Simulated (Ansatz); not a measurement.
Cu under changes of volume

One of the cells (11.994 Å³/atom); the others are scaled copies at fixed shape and fractional positions:

```xyz
2
Lattice="1.2185 -3.9764 0.0000 1.2185 3.9764 0.0000 0.0000 0.0000 2.4755" Properties=species:S:1:pos:R:3 pbc="T T T"
Cu    1.2185   -2.9118    1.8566
Cu    1.2185    2.9118    0.6189
```

This isn't the form of Cu at room conditions, which is fcc.

```yaml
Program: Ansatz 0.2.0
Functional: HSE06
Potentials_or_basis: Ansatz PAW
Cutoff: "420 eV (not typed: the program's choice for these potentials)"
k_mesh: 6 × 6 × 6
Occupations: fermi-dirac, width 0.05 eV
Spin: no spin polarisation
```

| volume (Å³/atom) | energy over the lowest point (meV/atom) | pressure (GPa) | largest force (eV/Å) |
| --- | --- | --- | --- |
| 11.274 | 61.33 | 16.8 | 0.145 |
| 11.514 | 39.14 | 12.9 | 0.111 |
| 11.754 | 22.41 | 9.4 | 0.082 |
| 11.994 | ? | ? | ? |
| 12.234 | 3.40 | 3.5 | 0.034 |
| 12.474 | 0.00 | 1.0 | 0.014 |
| 12.714 | 0.14 | -1.2 | 0.005 |

Question: What does the run at 11.994 Å³/atom give?

Answer: Energy over the lowest point 10.66 meV/atom; pressure 6.3 GPa; largest force 0.056 eV/Å.

Worked out: A Birch-Murnaghan fit of order 3 (a polynomial in V^(-2/3)) to the other rows has its minimum at 12.58 Å³/atom with B0 = V·E''(V) = 117 GPa and B' = 4.9 at fixed shape and positions, which overstates the stiffness. It gives 10.71 meV/atom at 11.994 Å³/atom, against the run's 10.66, and -dE/dV = 6.3 GPa, against 6.3.

Energies are extrapolated to zero smearing.

Caveats: all runs use coarse meshes; the PAW data sets come from PBE, with cores solved anew for the run's functional, which leaves a small shift of forces and pressure; the thresholds are loose for stress.
